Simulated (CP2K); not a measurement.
# SnTe in CP2K: the effect of functional

Crystal: SnTe.

```
Te Sn
1.0
     4.45597    0.00000    0.00000
     2.22799    3.85899    0.00000
     2.22799    1.28633    3.63829
Te Sn
1 1
Direct
  0.50000 0.50000 0.50000
  0.00000 0.00000 0.00000
```

Alike in all runs:

| Quantity | Value |
| --- | --- |
| Program | CP2K 2026.2 |
| Task | single point |
| Potentials or basis | POTENTIAL_UZH Te GTH-PBE-q6, Sn GTH-PBE-q4; TZVP-MOLOPT-PBE-GTH basis |
| Density cutoff | 9184 eV |
| k mesh | 7 × 7 × 7 |
| Occupations | fermi-dirac, width 0.05 eV |
| Spin | no spin polarisation |

```tsv
functional	pressure (GPa)
PBE	3.0
LDA	1.9
PBEsol	1.8
WC	1.9
OLYP	2.7
BLYP	6.5
MS2	?
```

What does the run with functional MS2 give?

Pressure 4.8 GPa.

Caveats: the basis of atomic orbitals isn't converged, which shifts pressures, moduli and gaps; the potentials were made for another functional, which shifts forces and pressure (some runs).
